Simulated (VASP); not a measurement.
# NiO: relaxed cell and band gap, by functional

NiO, Fm-3m (no. 225), 2 atoms in the cell.

| Functional | Volume (Å³/atom) | Change from the starting volume (fraction) | Gap, path and mesh (eV) | Moment (μB/cell) | Time (s) |
|---|---|---|---|---|---|
| MS1 | 9.27 | 0.022 | 0.86 | 2.00 | 151 |
| MS2 | 9.09 | 0.002 | 0.63 | 2.00 | 140 |
| SCAN | 9.13 | 0.006 | 0.90 | 2.00 | 151 |
| rSCAN | 9.13 | 0.006 | 0.64 | 2.00 | 165 |

Limits: Only a ferromagnetic start was run; another order may lie lower and have another gap.

## Input of the first row

INCAR.step1:
```
SYSTEM = NiO
  PREC = Accurate
  ENCUT = 600
  EDIFF = 1E-5
  ISMEAR = 0
  SIGMA = 0.02
  LREAL = .FALSE.
  LASPH = .TRUE.
  GGA_COMPAT = .FALSE.
  ALGO = Normal
  NELM = 150
  ISIF = 2
  LWAVE = .TRUE.
  LCHARG = .FALSE.
  ISPIN = 2
  MAGMOM = 1 0
  LORBIT = 11
  LMAXMIX = 4
  GGA = PE
  KPAR = 4
```

INCAR.step2, as INCAR.step1 but for:
```
- EDIFF = 1E-5
- ISIF = 2
- LWAVE = .TRUE.
- GGA = PE
+ EDIFF = 1E-7
+ ISIF = 3
+ LWAVE = .FALSE.
+ METAGGA = MS1
+ LMIXTAU = .TRUE.
+ IBRION = 2
+ EDIFFG = -0.005
+ NSW = 60
+ ISTART = 1
```

INCAR.step3, as INCAR.step2 but for:
```
- NSW = 60
- ISTART = 1
+ NSW = 40
```

INCAR.step4, as INCAR.step3 but for:
```
- ISIF = 3
- IBRION = 2
- EDIFFG = -0.005
- NSW = 40
+ ISIF = 2
+ NBANDS = 19
```

KPOINTS:
```
k-points
0
Gamma
  8 8 8
```

KPOINTS_OPT:
```
path GXWKGLUWLK,UX
8
line-mode
reciprocal
 0.0000000000  0.0000000000  0.0000000000  G
 0.5000000000  0.0000000000  0.5000000000  X

 0.5000000000  0.0000000000  0.5000000000  X
 0.5000000000  0.2500000000  0.7500000000  W

 0.5000000000  0.2500000000  0.7500000000  W
 0.3750000000  0.3750000000  0.7500000000  K

 0.3750000000  0.3750000000  0.7500000000  K
 0.0000000000  0.0000000000  0.0000000000  G

 0.0000000000  0.0000000000  0.0000000000  G
 0.5000000000  0.5000000000  0.5000000000  L

 0.5000000000  0.5000000000  0.5000000000  L
 0.6250000000  0.2500000000  0.6250000000  U

 0.6250000000  0.2500000000  0.6250000000  U
 0.5000000000  0.2500000000  0.7500000000  W

 0.5000000000  0.2500000000  0.7500000000  W
 0.5000000000  0.5000000000  0.5000000000  L

 0.5000000000  0.5000000000  0.5000000000  L
 0.3750000000  0.3750000000  0.7500000000  K

 0.6250000000  0.2500000000  0.6250000000  U
 0.5000000000  0.0000000000  0.5000000000  X
```

POSCAR.step1:
```
NiO
1.0
    0.0000000000      2.0859016414      2.0859016414
    2.0859016414      0.0000000000      2.0859016414
    2.0859016414      2.0859016414      0.0000000000
Ni O
1 1
Direct
    0.0000000000      0.0000000000      0.0000000000
    0.5000000000      0.5000000000      0.5000000000
```

Commands (each step's output is kept before the next begins):
```
cat potpaw_PBE.64/Ni/POTCAR potpaw_PBE.64/O/POTCAR > POTCAR
cp INCAR.step1 INCAR
cp POSCAR.step1 POSCAR
mpirun -np 4 vasp_std > vasp.out
cp INCAR.step2 INCAR
mpirun -np 4 vasp_std > vasp.out
cp CONTCAR POSCAR
rm WAVECAR CHG
cp INCAR.step3 INCAR
mpirun -np 4 vasp_std > vasp.out
cp CONTCAR POSCAR
rm WAVECAR CHG
cp INCAR.step4 INCAR
mpirun -np 4 vasp_std > vasp.out
```

Changes of the last row against the first:
```
- METAGGA = MS1
+ METAGGA = RSCAN
```

VASP 6.6.1 took 151 s on 4 cores (Intel Xeon Platinum 8259CL @ 2.50GHz (Skylake/Cascade Lake)), a shared host.
